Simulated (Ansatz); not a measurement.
# HfB2: what symmetry allows forces and stress to be

```
CELL_PARAMETERS angstrom
3.38395 -0.12560 0.09310
-1.80075 2.86778 -0.09311
0.10318 -0.05958 3.55653
ATOMIC_POSITIONS crystal
Hf 0.01441 0.01441 0.00000
B 0.34583 0.63976 0.48721
B 0.63976 0.34583 0.51279
```

Method: Ansatz 0.2.0, DFT PBE, scalar-relativistic, plane waves, PAW.

Plane waves to 420 eV, a k mesh through Γ of 14×14×10 on the computed 3-atom cell and Gaussian smearing (0.10 eV); no spin polarisation.

This distorted cell has space group C2, with 2 operations.

**Question.** Without a calculation: in which directions can each atom feel a force?

**Answer.** A force must be left unchanged by every operation that keeps its atom in place, so it lies in the space that those operations leave fixed. Atoms that the group maps onto each other feel forces of one size.
```tsv
atom	site symmetry	operations at the site	equivalent to atom	allowed force (Cartesian)
Hf1	2	2	1	along (0.50, 0.87, 0.00)
B2	1	1	2	any direction
B3	1	1	2	any direction
```

That leaves 4 independent force components of 9, tied by 1 condition that the forces sum to zero, so 3 remain. A relaxation in this cell that keeps the symmetry moves the atoms in these directions alone.

**Question.** And the stress tensor?

**Answer.** It must be invariant under the point group, which leaves 4 independent components. Linear relations between components hold in this frame.

**Question.** Do the computed values obey this?

**Answer.** Yes. Forces (eV/Å):
```
Hf1 -0.458 -0.793  0.000
B2  -1.504  1.397  0.551
B3   1.962 -0.604 -0.551
```

Stress (GPa, compression positive, xx yy zz yz xz xy): -32.08 -12.66 -13.17 5.28 -9.14 16.81. The program imposes the same operations on density, forces and stress, so this confirms the analysis and is no independent test of the calculation.

Spin–orbit coupling is left out, which can shift energies with elements as heavy as these.